## Why is LDA's gap error so much larger in SrO than in silicon?

I have LDA band gaps for eight crystals next to measured ones. I knew that LDA gaps come out too small, so I hoped for one correction that I could add everywhere. Instead the error is about 0.6 eV in silicon, more than twice that in diamond and nearly 3 eV in strontium oxide.

Band gaps of eight crystals, computed with exciting sodium using the LDA, without spin polarisation or spin-orbit coupling, in the cells as given. Each computed gap is the Kohn-Sham gap between the highest occupied and lowest empty states on the listed k-mesh, with a closed gap given as 0.

```csv
formula,space group,volume of the given cell (Å³/atom),potentials or basis,k-mesh,computed band gap (eV),measured band gap (eV),range of the values found (eV),"what was measured, and how",source,computed less measured (eV)
TePb,Fm-3m,33.73,"all electron LAPW+lo, shipped species files",7x7x7,0.945,0.2,0.19 to 0.32,band gap at L from dI/dV; scanning tunneling spectroscopy; bulk crystal,arXiv:2304.02844 (2023),0.74
InAs,F-43m,27.49,"all electron LAPW+lo, shipped species files",8x8x8,0,0.414,0.414 to 0.42,direct gap from band-to-band PL peak; photoluminescence; film,pmc:6881312 (2019),-0.41
Ge,Fd-3m,22.64,"all electron LAPW+lo, shipped species files",8x8x8,0,0.744,0.66 to 0.89,"indirect gap (L conduction minimum to Gamma valence top), Varshni T = 0 value adjusted to match PL; photoluminescence lineshape fit; bulk crystal",arXiv:2003.00143 (2020),-0.74
Si,Fd-3m,20.16,"all electron LAPW+lo, shipped species files",5x5x5,0.487,1.11,1.1 to 1.1692,"indirect band gap at room temperature, quoted from a textbook; not stated; bulk crystal",arXiv:1709.02567 (2017),-0.62
CdTe,F-43m,32.92,"all electron LAPW+lo, shipped species files",5x5x5,0.598,1.5,1.44 to 1.592,optical gap from Tauc plot; optical spectroscopy; film,arXiv:1103.4539 (2011),-0.90
GaP,F-43m,20.24,"all electron LAPW+lo, shipped species files",8x8x8,1.494,2.25,2.24 to 2.34,"optical gap from Tauc plot (fundamental, indirect); spectroscopic ellipsometry; film",arXiv:2002.02774 (2020),-0.76
C,Fd-3m,5.67,"all electron LAPW+lo, shipped species files",8x8x8,4.102,5.5,5.47 to 5.5,absorption edge assigned to the band gap (approximate value); optical absorption spectroscopy; bulk crystal,arXiv:2306.06972 (2023),-1.40
SrO,Fm-3m,16.90,"all electron LAPW+lo, shipped species files",9x9x9,3.213,6.1,one value,fundamental gap from O K-edge XES/XAS second-derivative maxima; O K-edge XES and XAS; powder,arXiv:0908.1581 (2009),-2.89
```

My first thought was bonding type, with ionic crystals worse than covalent ones. But silicon and diamond are both purely covalent and still differ a great deal. Lead telluride even has a gap that is too large, and two semiconductors come out with no gap at all. Is there a pattern here?

### Answer

There is a pattern. Where the comparison is sound, the shortfall grows as a crystal's electrons screen an added charge less well. Bonding type would then matter mainly through its effect on that screening.

A measured fundamental gap is the energy needed to take an electron out of the crystal, less the energy regained by putting one in. The computed gap is the difference between two orbital energies of the undisturbed crystal. Even in exact theory the two differ, because the exchange-correlation potential jumps when an electron is added across the gap. The LDA potential has no such jump, so its gaps normally come out too small.

The size of the shortfall can be estimated from exchange. Exchange lowers filled states more than empty ones and so pushes them apart, while the LDA potential acts on both in the same way and loses most of this push. In a crystal the other electrons shift in response to a charge and weaken the push to about $1/\varepsilon$ of its bare strength. Here $\varepsilon$ is the electronic dielectric constant, which measures how easily the electron cloud is polarised. If the bare strength $A$ is taken to be the same in every crystal, then

$$\text{measured gap} - \text{computed gap} \approx \frac{A}{\varepsilon}.$$

This would explain why silicon and diamond differ. Silicon's bonds are soft and easily polarised, so little of the push survives. Diamond's are short and stiff, with $\varepsilon$ about half as large, and its shortfall is 2.2 times silicon's. Yet diamond misses only a quarter of its gap and silicon more than half, because from silicon to diamond the gap itself grows about fivefold.

Could the error simply grow with the gap? Diamond and SrO speak against that: their measured gaps are similar, 5.5 and 6.1 eV, but SrO's shortfall is twice as large. What differs is the screening, as SrO's $\varepsilon$ is little more than half of diamond's. One reason is that SrO has three times the volume per atom, so its polarisable electrons are spread more thinly. CdTe and GaP point the same way, since CdTe has the smaller measured gap, the smaller $\varepsilon$ and the larger shortfall.

I fitted $A$ to silicon, GaP and diamond, the light crystals with open gaps and suitable k-meshes, using rough recalled values of $\varepsilon$. The result is about 7.6 eV, and it reproduces the three shortfalls to within 0.1 eV. A shortfall proportional to the measured gap does clearly worse on the same crystals, as the output below shows. The close agreement is partly luck, because the measured gaps also contain the effect of lattice vibrations, which in diamond lower the gap by a few tenths of an electronvolt even at absolute zero. Three crystals are also a thin basis, and $\varepsilon$ tends to fall as gaps widen, so the fit supports the screening argument but does not establish it.

CdTe, which was not in the fit, makes a fair test. With $\varepsilon \approx 7.1$ the expected shortfall is

$$\frac{7.6\ \text{eV}}{7.1} \approx 1.1\ \text{eV}.$$

Added to the computed 0.6 eV, this gives a gap of 1.7 eV. The calculation also leaves out spin-orbit coupling, which raises the top of the valence band in CdTe by roughly 0.3 eV and narrows the gap to about 1.4 eV. The measured value is 1.5 eV. The agreement is looser than it looks, because the cell used is slightly smaller than the usual measured one, which widens the computed gap somewhat.

For SrO, also outside the fit, the rule gives a shortfall of 2.3 eV, where the table has 2.9 eV. The measured gap rests on a single X-ray emission and absorption study, and such a value depends on how the edges are read and on the hole left in the core level. That may account for part of the difference. So may the assumption of a constant $A$, since the bare push from exchange is expected to be stronger in compact orbitals such as oxygen 2p. This table can't separate the two. The k-mesh is no excuse: it skips the point X, where the conduction band of SrO is known to have its minimum, so a better mesh would probably lower the computed gap and widen the disagreement.

**InAs and Ge** need a different reading, because their computed gaps have closed. A closed gap is listed as zero however far the lowest conduction state has sunk below the top of the valence band, so the listed error is just the measured gap with a minus sign. In InAs the measured gap is the direct one that closes, so its true error is at least that large. The rule expects a shortfall of about 0.6 eV, more than the measured gap of 0.4 eV, so closure is what it predicts. Spin-orbit coupling is left out here too. It would raise the top of the valence band, but by less than the difference between those two values, so the prediction stands with a smaller margin.

Germanium shows where the rule breaks down. It would leave a gap of nearly 0.3 eV, but the calculation finds none. LDA is known to close this gap at Γ, the centre of the Brillouin zone, where the lowest empty state is s-like and comes out especially low. The measured gap leads to a different conduction minimum, at the point L on the zone boundary, so the listed error compares two different transitions. A single constant $A$ takes no account of which state forms the band edge.

**TePb** is no evidence that LDA overestimates gaps. The measured gap lies at L, halfway along a reciprocal-lattice vector. A mesh of seven divisions centred on Γ has points at sevenths of that vector and never at the half, so the computed 0.94 eV belongs to some other point. Spin-orbit coupling, known to narrow this gap strongly, is left out as well. Both omissions raise the listed value, and this one calculation can't tell how much each contributes.

So before you correct an LDA gap, check that the mesh contains the band-edge points, that the gap is open, and that spin-orbit coupling is included for heavy elements. After that, a shortfall of 7.6 eV divided by $\varepsilon$ is, for crystals like these, a better first guess than a fixed shift or a fixed percentage. Treat it as an estimate only: it is more than half an electronvolt off the listed value for SrO, and it doesn't account for the closed gap of germanium.

Numerical output:

```
fit of short on 3 rows (clean == 1): coefficient of inv 7.636 +/- 0.32; rms 0.0591, worst GaP 0.0831, leave-one-out rms 0.109
  rows outside the fit (model, value, miss): TePb 0.2314, -0.745, 0.976; InAs 0.6363, 0.414, 0.222; Ge 0.4772, 0.744, -0.267; CdTe 1.075, 0.902, 0.173; SrO 2.314, 2.887, -0.573
fit of short on 3 rows (clean == 1): coefficient of measured 0.2759 +/- 0.043; rms 0.21, worst Si -0.317, leave-one-out rms 0.452
  rows outside the fit (model, value, miss): TePb 0.05517, -0.745, 0.8; InAs 0.1142, 0.414, -0.3; Ge 0.2052, 0.744, -0.539; CdTe 0.4138, 0.902, -0.488; SrO 1.683, 2.887, -1.2
Shortfall and the two rules:
   row  shortfall_eV  missing_percent  dielectric_constant  screening_rule_eV  proportional_rule_eV  gap_left_by_screening_rule_eV
  TePb        -0.745           -372.5                   33             0.2314               0.05517                       -0.03139
  InAs         0.414              100                   12             0.6363                0.1142                        -0.2223
    Ge         0.744              100                   16             0.4772                0.2052                         0.2668
    Si         0.623            56.13                   12             0.6363                0.3062                         0.4737
  CdTe         0.902            60.13                  7.1              1.075                0.4138                         0.4245
   GaP         0.756             33.6                  9.1             0.8391                0.6207                          1.411
     C         1.398            25.42                  5.7               1.34                 1.517                           4.16
   SrO         2.887            47.33                  3.3              2.314                 1.683                          3.786
Shortfall of diamond over that of Si (ratio): 2.244
Shortfall of SrO over that of Si (ratio): 4.634
Shortfall of CdTe with a rough spin-orbit correction (eV): 1.202
SrO shortfall beyond the screening rule (eV): 0.5731
Ge shortfall, a lower bound, beyond the screening rule (eV): 0.2668
```
